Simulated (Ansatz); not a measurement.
# NiSb: the cost of one run

Method: DFT PBE, scalar-relativistic, plane waves, PAW, in Ansatz 0.2.0.

**1. The starting structure**

The structure is cubic, space group F-43m (No. 216). Conventional cell: a = 5.268 Å, b = 5.268 Å, c = 5.268 Å, α = 90.00°, β = 90.00°, γ = 90.00°. Around Ni (site symmetry -43m) lie 4 Sb at 2.28 Å. Around Sb (site symmetry -43m) lie 4 Ni at 2.28 Å.

Structure file:

```
CELL_PARAMETERS angstrom
0.00000 2.63409 2.63409
2.63409 0.00000 2.63409
2.63409 2.63409 0.00000
ATOMIC_POSITIONS crystal
Ni 0.00000 0.00000 0.00000
Sb 0.75000 0.75000 0.75000
```

This is candidate A: zinc blende type (F-43m, No. 216).

(A quick probe on a coarse mesh, which set the mesh and smearing, is not shown.)

**3. Coarse relaxation (candidate A)**

The input, input.yaml:

```yaml
crystal:
  lattice:
    - [0.0, 2.6340865568, 2.6340865568]
    - [2.6340865568, 0.0, 2.6340865568]
    - [2.6340865568, 2.6340865568, 0.0]
  atoms:
    - { symbol: Ni, position: [0.0, 0.0, 0.0] }
    - { symbol: Sb, position: [0.75, 0.75, 0.75] }
basis:
  ecutwfc: 420
kpoints:
  mp_grid: { grid: [6, 6, 6] }
hamiltonian:
  xc: pbe
scf:
  occupations: { method: gaussian, width: 0.1 }
  lower_state_search: "off"
output:
  forces: true
  stress: true
  eigenvalues: true
relax:
  adjacent_minimum: "off"
  f_tol: 0.04
  max_steps: 70
  cell: { stress_tol: 0.4 }
```

Launch:

```
ansatz run input.yaml --threads 1 --pin off --max-ram 2560MiB --backend cpu --events-out ev --progress --plain --runs-dir out
```

**Question.** How long does this run take on 1 thread of Intel Xeon Platinum 8375C at 2.90GHz (Ice Lake), shared host, and how much memory does it need?

About 16 s, with a peak of 0.39 GiB.
